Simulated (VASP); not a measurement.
# CH₂F₂: relaxation under a pulling force, by pulling force on each of the two atoms

CH₂F₂, molecule in box, 5 atoms in the cell. PBE; PAW potentials F, C, H (PBE set).

| Pulling force on each of the two atoms (eV/A) | Distance of the two atoms at the start (A) | Distance after relaxation (A) | Time (s) |
|---|---|---|---|
| 0 | 2.195 | 2.238 | 230 |
| 0.3 | 2.195 | 2.270 | 448 |
| 0.6 | 2.195 | 2.302 | 483 |
| 1 | 2.195 | 2.348 | 602 |
| 1.5 | 2.195 | 2.414 | 623 |
| 2 | 2.195 | 2.487 | 666 |
| 3 | 2.195 | 2.676 | 566 |

## Input of the first row

INCAR:
```
ALGO = Normal
EDIFF = 1E-6
EDIFFG = -0.02
ENCUT = 520
IBRION = 2
ISIF = 2
ISMEAR = 0
ISYM = 0
LASPH = True
LCHARG = False
LREAL = False
LWAVE = False
NELM = 100
NSW = 60
PREC = Accurate
SIGMA = 0.01
```

KPOINTS:
```
k-points
0
Gamma
  1 1 1
```

POSCAR:
```
H2CF2
1.0
   12.0000000000      0.0000000000      0.0000000000
    0.0000000000     11.0000000000      0.0000000000
    0.0000000000      0.0000000000     11.0000000000
F C H
2 1 2
Direct
    0.4109250000      0.5224136400      0.5664772700
    0.5912416700      0.4887409100      0.5678318200
    0.5012083300      0.5034954500      0.4955136400
    0.4884750000      0.4202227300      0.4430409100
    0.5141416700      0.5835954500      0.4383500000
```

Commands:
```
cat potpaw_PBE.64/F/POTCAR potpaw_PBE.64/C/POTCAR potpaw_PBE.64/H/POTCAR > POTCAR
mpirun -np 1 vasp_gam > vasp.out
```

Changes of the last row against the first:
```
+ EFOR = -2.95692 0.50617 -0.02036 2.95692 -0.50617 0.02036 0.00000 0.00000 0.00000 0.00000 0.00000 0.00000 0.00000 0.00000 0.00000
```

VASP 6.6.1 took 230 s on 1 core (Intel Xeon 6975P-C (Granite Rapids)), a shared host.
